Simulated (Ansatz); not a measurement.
The system is Ti.

```
Ti
1.0
     0.00000    2.03000    2.03000
     2.03000    0.00000    2.03000
     2.03000    2.03000    0.00000
Ti
1
Cartesian
  0.0000 0.0000 0.0000
```

This isn't the form of Ti at room conditions, which is hcp.

Base run:

```yaml
Program: Ansatz 0.2.0
Functional: LDA
Potentials_or_basis: Ansatz PAW
Cutoff: 420 eV
Density_cutoff: 1680 eV
k_mesh: 11 × 11 × 11
Occupations: fermi-dirac, width 0.05 eV
Spin: no spin polarisation
```

Its results: band gap on the k mesh none (metal or under the smearing width); pressure -5.1 GPa.

Q: The run is repeated on the same cell with these changes: functional from LDA to PBEsol. What comes out?

A: Band gap on the k mesh none (metal or under the smearing width); pressure -0.5 GPa.

PBEsol binds less tightly than LDA, so the same cell stands under more pressure.

Caveats: the PAW data sets come from PBE, with cores solved anew for the run's functional, which leaves a small shift of forces and pressure.

Not every run made on this cell is shown here.
